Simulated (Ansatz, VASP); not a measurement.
# CdS in VASP and in Ansatz

```xyz
4
Lattice="4.2588 0.0000 0.0000 -2.1294 3.6883 0.0000 0.0000 0.0000 6.7490" Properties=species:S:1:pos:R:3 pbc="T T T"
Cd    0.0000    2.4588    0.0000
Cd    2.1294    1.2294    3.3745
S     0.0000    2.4588    2.5984
S     2.1294    1.2294    5.9729
```

Change from the starting cell: equal xx and yy strain of +3 %.

Alike in both runs: task single point; functional PBEsol; k mesh 7 × 7 × 4; occupations fermi-dirac, width 0.01 eV; no spin polarisation.

```csv
,VASP,Ansatz
version,VASP 6.6.1,Ansatz 0.2.0
potentials or method,"VASP PAW PBE potentials, release 64 (Cd, S), cutoff 520 eV","all-electron LAPW, scalar-relativistic"
```

|  | VASP | Ansatz | Ansatz less VASP |
| --- | --- | --- | --- |
| gap on the k mesh at the Fermi level (eV) | 0.93 | 0.93 | +0.001 |
| pressure (GPa) | -3.4 | -3.7 | -0.27 |
| largest component of the traceless stress (GPa) | 0.54 | 0.55 | +0.004 |
| rms of the force components (eV/Å) | 0.043 | 0.043 | -0.0002 |

Atom by atom the forces differ by 0.000 eV/Å (rms over components). Ansatz ran all-electron here, so the differences hold the error of VASP's frozen core and of both bases.

Caveats: the PAW data sets were made with another functional, which shifts forces and pressure a little (VASP).
